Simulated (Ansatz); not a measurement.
# Is this ZrSi2O6 structure stable?

The cell was found from a structure generator's guess, not taken from experiment.

All numbers below come from DFT PBE, scalar-relativistic, plane waves, PAW in Ansatz. Plane waves to 420 eV, a 6×6×4 mesh through Γ for the 9-atom cell and 0.02 eV Gaussian smearing; no spin polarisation.

```xyz
9
Lattice="4.9873 -2.5034 0.0000 4.9873 2.5034 0.0000 -0.1857 0.0000 5.8948" Properties=species:S:1:pos:R:3 pbc="T T T"
Zr    4.8945   -0.2143    2.9474
Si    7.4816   -1.1679    0.9120
Si    2.3073   -1.1679    4.9827
O     6.1590   -1.2621    1.8633
O     2.1227    0.3824    5.4866
O     3.6299   -1.2621    4.0315
O     3.8205    0.9024    1.7517
O     7.6662    0.3824    0.4082
O     5.9684    0.9024    4.1430
```

The zero of energy is the elements' standard structures at the same level (O₂ as a molecule); no fitted shifts are applied.

Task: These tests were run: energy against the elements; phonons on a 2×2×1 q mesh. What do they show?

Result:

| test | result |
| --- | --- |
| energy against the elements | −2.923 eV/atom |
| phonons on a 2×2×1 q mesh | no imaginary mode on the mesh, but the interpolation dips to 109i cm⁻¹ between its points |

It fails none of these tests outright. Other phases of the system weren't compared here, so this isn't yet thermodynamic stability. Undecided within the accuracy: phonons on a 2×2×1 q mesh.

The run for the phonons used a 6×6×4 k mesh.
